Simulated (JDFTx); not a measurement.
Crystal: Sn.

```xyz
2
Lattice="0.0000 3.2333 3.2333 3.2333 0.0000 3.2333 3.2333 3.2333 0.0000" Properties=species:S:1:pos:R:3 pbc="T T T"
Sn    4.8500    4.8500    4.8500
Sn    3.2333    3.2333    3.2333
```

This isn't the form of Sn at room conditions, which is tetragonal (white tin).

```yaml
Program: JDFTx 1.7.0 (patched build)
Task: relaxation of cell and atoms
Functional: PBE
Dispersion: D3(BJ)
Potentials_or_basis: PseudoDojo-SR-PBE-0.5-standard
Cutoff: 980 eV
Density_cutoff: 7837 eV
k_mesh: 7 × 7 × 7
Occupations: fermi-dirac, width 0.05 eV
Spin: no spin polarisation
```

At the start: pressure 2.3 GPa; volume 33.80 Å³/atom.

Q: Where does the relaxation end?

A: Over 6 steps the energy falls by 11.4 meV/atom and the volume is 35.50 Å³/atom (+5.0 %); space group Fd-3m (No. 227, to 0.05 Å).

Step by step:
```tsv
step	energy change (eV)	largest force (eV/Å)	pressure (GPa)	volume (Å³)
1	0.0000	0.0000	2.26	67.61
2	-0.0048	0.0000	1.99	67.97
3	-0.0227	0.0000	0.14	70.76
4	-0.0228	0.0000	0.02	70.97
5	-0.0228	0.0000	0.00	71.00
6	-0.0228	0.0000	0.00	70.99
```

Final structure:
```
CELL_PARAMETERS angstrom
0.00000 3.28649 3.28649
3.28649 0.00000 3.28649
3.28649 3.28649 0.00000
ATOMIC_POSITIONS crystal
Sn 0.75000 0.75000 0.75000
Sn 0.50000 0.50000 0.50000
```

Caveat: pairwise dispersion overbinds metals, which lowers pressure and volume.
